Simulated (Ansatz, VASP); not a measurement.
**One calculation of InSb, two programs**

The input INCAR:

```
SYSTEM = InSb
PREC = Accurate
ENCUT = 520
EDIFF = 1E-6
ISMEAR = -1
SIGMA = 0.05
LREAL = .False.
LASPH = .True.
NELM = 100
ALGO = Normal
ISIF = 2
LWAVE = .False.
LCHARG = .False.
GGA = PS
NBANDS = 16
```

Contents of KPOINTS:

```
Automatic mesh
0
Gamma
  9 9 9
  0 0 0
```

The input POSCAR:

```
InSb
1.0
    0.0000000000      3.1953230120      3.1953230120
    3.1953230120      0.0000000000      3.1953230120
    3.1953230120      3.1953230120      0.0000000000
In Sb
1 1
Direct
    0.0000000000      0.0000000000      0.0000000000
    0.7500000000      0.7500000000      0.7500000000
```

Input for Ansatz:

```yaml
crystal:
  lattice:
    - [0.0, 3.195323012, 3.195323012]
    - [3.195323012, 0.0, 3.195323012]
    - [3.195323012, 3.195323012, 0.0]
  atoms:
    - { symbol: In, position: [0.0, 0.0, 0.0] }
    - { symbol: Sb, position: [0.75, 0.75, 0.75] }
kpoints:
  mp_grid: { grid: [9, 9, 9] }
  band_path:
    path:
      - [0.0, 0.0, 0.0]
      - [-0.5, -0.5, 0.0]
      - [-0.375, -0.375, 0.25]
      - [-0.375, 0.0, 0.375]
      - [0.0, 0.0, 0.0]
      - [0.0, 0.0, 0.5]
      - [-0.5, -0.25, 0.25]
      - [-0.5, -0.5, 0.0]
    npoints: 5
scf:
  occupations: { method: fermi_dirac, width: 0.05 }
hamiltonian:
  xc: pbesol
  pseudopotentials: { kind: all_electron, lapw: { basis_error: 0.00025 } }
output:
  forces: true
  stress: true
  eigenvalues: true
```

Change from the starting cell: volume scaled by 0.96.

Alike in both runs: task single point; functional PBEsol; k mesh 9 × 9 × 9; occupations fermi-dirac, width 0.05 eV; no spin polarisation.

|  | VASP | Ansatz |
| --- | --- | --- |
| version | VASP 6.6.1 | Ansatz 0.2.0 |
| potentials or method | VASP PAW PBE potentials, release 64 (In_d, Sb) | all-electron LAPW, scalar-relativistic |
| plane-wave cutoff (eV) | 520 | see its input |

```tsv
	VASP	Ansatz	Ansatz less VASP
pressure (GPa)	3.0	3.0	-0.01
```

Ansatz ran all-electron here, so the differences hold the error of VASP's frozen core and of both bases.

Caveats: the PAW data sets were made with another functional, which shifts forces and pressure a little (VASP). Spin-orbit coupling is left out, which matters for the levels of Sb.
